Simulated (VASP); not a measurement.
# LiSe6 (P6/mmm) in VASP: further runs

The runs below take LiSe6 through single point, with PBE.

Everything below comes from runs of VASP 6.6.1. Logs are shortened: lines on timing, memory, paths and dates and some standing lists are left out, and cuts for length are marked.

### Step 1. The cell of the first run

The structure is hexagonal, space group P6/mmm (No. 191). The conventional cell has a = 5.842 Å, b = 5.842 Å, c = 4.951 Å, α = 90.00°, β = 90.00°, γ = 120.00°. Li (site symmetry 6/mmm) is surrounded by 12 Se at 3.15 Å. Se (site symmetry m2m) is surrounded by 3 Se at 1.94 to 1.95 Å.

The cell was built by a generator and needn't be a form met in nature.

### Step 2. Single point, PBE (species swapped into the LiC6 type (P6/mmm, No. 191))

File INCAR:

```
PREC = Accurate
ENCUT = 520
EDIFF = 1E-6
ISMEAR = 0
SIGMA = 0.1
LREAL = F
LASPH = T
NELM = 100
ALGO = Normal
ISIF = 2
LWAVE = F
LCHARG = F
GGA = PE
NBANDS = 28
```

File KPOINTS:

```
regular mesh
0
Gamma
  3 3 4
```

File POSCAR:

```
LiSe6
1.0
    5.8424961400      0.0000000000      0.0000000000
   -2.9212480700      5.0597500800      0.0000000000
    0.0000000000      0.0000000000      4.9506730800
Li Se
1 6
Direct
    0.0000000000      0.0000000000      0.0000000000
    0.0000000000      0.3336124100      0.5000000000
    0.6663875900      0.6663875900      0.5000000000
    0.3336124100      0.0000000000      0.5000000000
    0.0000000000      0.6663875900      0.5000000000
    0.3336124100      0.3336124100      0.5000000000
    0.6663875900      0.0000000000      0.5000000000
```

Potentials or basis: VASP PAW PBE potentials, release 64 (Li_sv, Se).

Command:

```sh
$ cat potpaw_PBE.64/Li_sv/POTCAR potpaw_PBE.64/Se/POTCAR > POTCAR
$ mpirun -np 1 vasp_std > vasp.out
```

OUTCAR:

```text
PREC = Accurate
   ENCUT = 520
   EDIFF = 1E-6
   ISMEAR = 0
   LREAL = F
   LASPH = T
   NELM = 100
   ISIF = 2
   GGA = PE

 ion  position               nearest neighbor table
   1  0.000  0.000  0.000-
   2  0.000  0.334  0.500-   5 1.94   6 1.95   7 1.95
   3  0.666  0.666  0.500-   6 1.94   5 1.95   7 1.95
   4  0.334  0.000  0.500-   7 1.94   6 1.95   5 1.95
   5  0.000  0.666  0.500-   2 1.94   3 1.95   4 1.95
   6  0.334  0.334  0.500-   3 1.94   2 1.95   4 1.95
   7  0.666  0.000  0.500-   4 1.94   3 1.95   2 1.95

  LATTYP: Found a hexagonal cell.
 ALAT       =     5.8424961400
 C/A-ratio  =     0.8473558153

  Lattice vectors:

 A1 = (   5.8424961400,   0.0000000000,   0.0000000000)
 A2 = (  -2.9212480700,   5.0597500800,   0.0000000000)
 A3 = (   0.0000000000,   0.0000000000,   4.9506730800)

Analysis of symmetry for initial positions (statically):
=====================================================================
 Subroutine PRICEL returns:
 Original cell was already a primitive cell.

 Routine SETGRP: Setting up the symmetry group for a
 hexagonal supercell.

 Subroutine GETGRP returns: Found 24 space group operations
 (whereof 24 operations were pure point group operations)
 out of a pool of 24 trial point group operations.

The static configuration has the point symmetry D_6h.

Analysis of symmetry for dynamics (positions and initial velocities):
=====================================================================
 Subroutine PRICEL returns:
 Original cell was already a primitive cell.

 Routine SETGRP: Setting up the symmetry group for a
 hexagonal supercell.

 Subroutine GETGRP returns: Found 24 space group operations
 (whereof 24 operations were pure point group operations)
 out of a pool of 24 trial point group operations.

The dynamic configuration has the point symmetry D_6h.

 Subroutine INISYM returns: Found 24 space group operations
 (whereof 24 operations are pure point group operations),
 and found     1 'primitive' translations

----------------------------------------------------------------------------------------

                                     Primitive cell

  volume of cell :     146.3497

  direct lattice vectors                    reciprocal lattice vectors
     5.842496140  0.000000000  0.000000000     0.171159719  0.098819110  0.000000000
    -2.921248070  5.059750080  0.000000000     0.000000000  0.197638220  0.000000000
     0.000000000  0.000000000  4.950673080     0.000000000  0.000000000  0.201992736

  length of vectors
     5.842496140  5.842496141  4.950673080     0.197638220  0.197638220  0.201992736

  position of ions in fractional coordinates (direct lattice)
     0.000000000  0.000000000  0.000000000
     1.000000000  0.333612410  0.500000000
     0.666387590  0.666387590  0.500000000
     0.333612410  0.000000000  0.500000000
     1.000000000  0.666387590  0.500000000
     0.333612410  0.333612410  0.500000000
     0.666387590  0.000000000  0.500000000

  ion indices of the primitive-cell ions
   primitive index   ion index
                 1           1
                 2           2
                 3           3
                 4           4
                 5           5
                 6           6
                 7           7

----------------------------------------------------------------------------------------

 KPOINTS: regular mesh

Automatic generation of k-mesh.
 Grid dimensions read from file:
 generate k-points for:    3    3    4

 Generating k-lattice:

  Cartesian coordinates                     Fractional coordinates (reciprocal lattice)
     0.057053240  0.032939703  0.000000000     0.333333333 -0.000000000  0.000000000
     0.000000000  0.065879407  0.000000000     0.000000000  0.333333333  0.000000000
     0.000000000  0.000000000  0.050498184     0.000000000  0.000000000  0.250000000

  Length of vectors
     0.065879407  0.065879407  0.050498184

  Shift w.r.t. Gamma in fractional coordinates (k-lattice)
     0.000000000  0.000000000  0.000000000

 Subroutine IBZKPT returns following result:
 ===========================================

 Found      9 irreducible k-points:

 Following reciprocal coordinates:
            Coordinates               Weight
  0.000000  0.000000  0.000000      1.000000
  0.333333 -0.000000  0.000000      6.000000
  0.333333  0.333333  0.000000      2.000000
  0.000000  0.000000  0.250000      2.000000
  0.333333 -0.000000  0.250000     12.000000
  0.333333  0.333333  0.250000      4.000000
  0.000000  0.000000  0.500000      1.000000
  0.333333 -0.000000  0.500000      6.000000
  0.333333  0.333333  0.500000      2.000000
   k-points           NKPTS =      9   k-points in BZ     NKDIM =      9   number of bands    NBANDS=     28
   number of dos      NEDOS =    301   number of ions     NIONS =      7
   total plane-waves  NPLWV =  92160
   dimension x,y,z NGX =    48 NGY =   48 NGZ =   40
   dimension x,y,z NGXF=    96 NGYF=   96 NGZF=   80
   ions per type =               1   6
   NGX,Y,Z   is equivalent  to a cutoff of  13.66, 13.66, 13.43 a.u.
   NGXF,Y,Z  is equivalent  to a cutoff of  27.32, 27.32, 26.86 a.u.
 SYSTEM =  unknown system
   PREC   = accura    normal or accurate (medium, high low for compatibility)
   ISTART =      0    job   : 0-new  1-cont  2-samecut
   ICHARG =      2    charge: 1-file 2-atom 10-const
   ISPIN  =      1    spin polarized calculation?
   LNONCOLLINEAR =      F non collinear calculations
   LSORBIT =      F    spin-orbit coupling
   LASPH  =      T    aspherical Exc in radial PAW
   ENCUT  =  520.0 eV  38.22 Ry    6.18 a.u.  10.86 10.86  9.20*2*pi/ulx,y,z
   NELM   =    100;   NELMIN=  2; NELMDL= -5     # of ELM steps
   EDIFF  = 0.1E-05   stopping-criterion for ELM
   LREAL  =      F    real-space projection
   EDIFFG = 0.1E-04   stopping-criterion for IOM
   NSW    =      0    number of steps for IOM
   IBRION =     -1    ionic relax: 0-MD 1-quasi-New 2-CG
   NFREE  =      0    steps in history (QN), initial steepest desc. (CG)
   ISIF   =      2    stress and relaxation
   ISYM   =      2    0-nonsym 1-usesym 2-fastsym
   POTIM  = 0.5000    time-step for ionic-motion
   TEBEG  =    0.0;   TEEND  =   0.0 temperature during run
   PSTRESS=    0.0 pullay stress
   NELECT =      39.0000    total number of electrons
   NUPDOWN=      -1.0000    fix difference up-down
   EMIN   =  10.00;   EMAX   =-10.00  energy-range for DOS
   EFERMI =   0.00;   METHOD = LEGACY
   ISMEAR =     0;   SIGMA  =   0.10  broadening in eV -4-tet -1-fermi 0-gaus
   EFERMI_NEDOS =   21; number of points for ismear=-14 and -15
   IALGO  =     38    algorithm
   IMIX   =      4    mixing-type and parameters
     AMIX     =   0.40;   BMIX     =  1.00
     AMIX_MAG =   1.60;   BMIX_MAG =  1.00
  volume/ion in A,a.u.               =      20.91       141.09
  Fermi-wavevector in a.u.,A,eV,Ry     =   1.053495  1.990817 15.100447  1.109852
  Thomas-Fermi vector in A             =   2.188619
   LORBIT       =      0    0 simple, 1 ext, 2 COOP (PROOUT), +10 PAW based schemes
   GGA     = PE    functional components
   LHFCALC =     F    Hartree Fock is set to
   AEXX    =    0.0000 exact exchange contribution
   IVDW    =     0    specifies the selected vdW correction
   LEPSILON=     F    determine dielectric tensor
   LRPA    =     F    only Hartree local field effects (RPA)
 non-spin polarized calculation
 Gauss-broadening in eV      SIGMA  =   0.10
  energy-cutoff  :      520.00
  volume of cell :      146.35
 maximum number of plane-waves:      3955
 NGX is ok and might be reduce to    48
   NGX = 21   NGY = 21   NGZ = 19

 number of electron      39.0000002 magnetization

 Free energy of the ion-electron system (eV)
  ---------------------------------------------------
  ext. energy  EPLUGINS =         0.00000000
  ---------------------------------------------------
  free energy    TOTEN  =        10.05178980 eV

  energy without entropy =       10.08535935  energy(sigma->0) =       10.06857458

 E-fermi :   6.4560     XC(G=0):  -8.9314

 val. band max:        6.4093355463   @ k =   0.3333  -0.0000   0.2500
 cond. band min:       6.4628872817   @ k =   0.3333   0.3333   0.0000
 fundamental gap:      0.0535517355
 Fermi energy:         6.4560496660

 k-point     1 :       0.0000    0.0000    0.0000
  band No.  band energies     occupation
      1     -42.4288      2.00000
      2     -16.4890      2.00000
      3     -12.0981      2.00000
      4     -12.0981      2.00000
      5     -12.0685      2.00000
      6     -12.0685      2.00000
[... 20 lines left out ...]
     27       9.2142      0.00000
     28       9.2657      0.00000

 k-point     2 :       0.3333   -0.0000    0.0000
  band No.  band energies     occupation
      1     -42.4288      2.00000
      2     -15.9114      2.00000
      3     -14.2628      2.00000
      4     -13.3745      2.00000
      5     -11.0129      2.00000
      6      -9.5129      2.00000
[... 20 lines left out ...]
     27       9.7889      0.00000
     28      10.6261      0.00000

 k-point     3 :       0.3333    0.3333    0.0000
  band No.  band energies     occupation
      1     -42.4287      2.00000
      2     -14.8303      2.00000
      3     -14.7982      2.00000
      4     -14.7982      2.00000
      5      -8.8645      2.00000
      6      -8.8410      2.00000
[... 20 lines left out ...]
     27      10.3200      0.00000
     28      10.4107      0.00000

 k-point     4 :       0.0000    0.0000    0.2500
  band No.  band energies     occupation
      1     -42.4287      2.00000
      2     -16.4843      2.00000
      3     -12.0921      2.00000
      4     -12.0921      2.00000
      5     -12.0637      2.00000
      6     -12.0637      2.00000
[... 113 lines left out ...]
     27       9.2389      0.00000
     28       9.9868      0.00000

 k-point     8 :       0.3333   -0.0000    0.5000
  band No.  band energies     occupation
      1     -42.4287      2.00000
      2     -15.9017      2.00000
      3     -14.2524      2.00000
      4     -13.3636      2.00000
      5     -11.0033      2.00000
      6      -9.5023      2.00000
[... 20 lines left out ...]
     27      10.4762      0.00000
     28      11.1295      0.00000

 k-point     9 :       0.3333    0.3333    0.5000
  band No.  band energies     occupation
      1     -42.4287      2.00000
      2     -14.8221      2.00000
      3     -14.7871      2.00000
      4     -14.7871      2.00000
      5      -8.8572      2.00000
      6      -8.8297      2.00000
[... 20 lines left out ...]
     27      10.3544      0.00000
     28      10.3708      0.00000

------------------------ aborting loop because EDIFF is reached ----------------------------------------

  FORCE on cell =-STRESS in cart. coord.  units (eV):
  Direction    XX          YY          ZZ          XY          YZ          ZX
  --------------------------------------------------------------------------------------
  -------------------------------------------------------------------------------------
  Total      141.2703409    141.2703409     -0.0901663      0.0000000     -0.0000000      0.0000000
  in kB     1546.5708738   1546.5708746     -0.9871041      0.0000000     -0.0000000      0.0000000
  external PRESSURE =    1030.7182148 kB  Pullay stress =       0.0000000 kB

 VOLUME and BASIS-vectors are now :
 -----------------------------------------------------------------------------
  energy-cutoff  :      520.00
  volume of cell :      146.35
      direct lattice vectors                 reciprocal lattice vectors
     5.842496140  0.000000000  0.000000000     0.171159719  0.098819110  0.000000000
    -2.921248070  5.059750080  0.000000000     0.000000000  0.197638220  0.000000000
     0.000000000  0.000000000  4.950673080     0.000000000  0.000000000  0.201992736

 POSITION                                       TOTAL-FORCE (eV/Angst)
 -----------------------------------------------------------------------------------
      0.00000      0.00000      0.00000         0.000000     -0.000000      0.000000
     -0.97456      1.68800      2.47534        -0.141392      0.244898      0.000000
      1.94668      3.37175      2.47534        -0.141392     -0.244898     -0.000000
      1.94913      0.00000      2.47534         0.282784     -0.000000     -0.000000
     -1.94668      3.37175      2.47534         0.141392     -0.244898      0.000000
      0.97456      1.68800      2.47534         0.141392      0.244898      0.000000
      3.89337      0.00000      2.47534        -0.282784     -0.000000      0.000000
 -----------------------------------------------------------------------------------
    total drift:                                0.000000      0.000000      0.000000

  FREE ENERGIE OF THE ION-ELECTRON SYSTEM (eV)
  ---------------------------------------------------
  free  energy   TOTEN  =        10.0517898044 eV

  energy  without entropy=       10.0853593490  energy(sigma->0) =       10.06857458
```

Wall time 58 s (1 thread of AMD EPYC 7R13 (Zen 3), shared host); peak memory 0.25 GiB.

Results:

| Item | Value |
| --- | --- |
| Free energy | 10.0518 eV |
| Largest force | 0.283 eV/Å |
| Band gap on the k mesh | none (metal or under the smearing width) |

Forces on the atoms (eV/Å):
```
Li   0.000  0.000  0.000
Se  -0.141  0.245  0.000
Se  -0.141 -0.245  0.000
Se   0.283  0.000  0.000
Se   0.141 -0.245  0.000
Se   0.141  0.245  0.000
Se  -0.283  0.000  0.000
```

Caveat: the k mesh is coarse (spacing up to 0.41 Å⁻¹), so the values aren't converged; the cutoff is under 1.25 times the usual one of these potentials, so pressure, stress and relaxed cells hold a basis-set (Pulay) error; a pressure of tens of GPa on the cell as given is suspect, and the run, the potentials or the cell itself is likely at fault.

(Continued in part 2 of 2.)
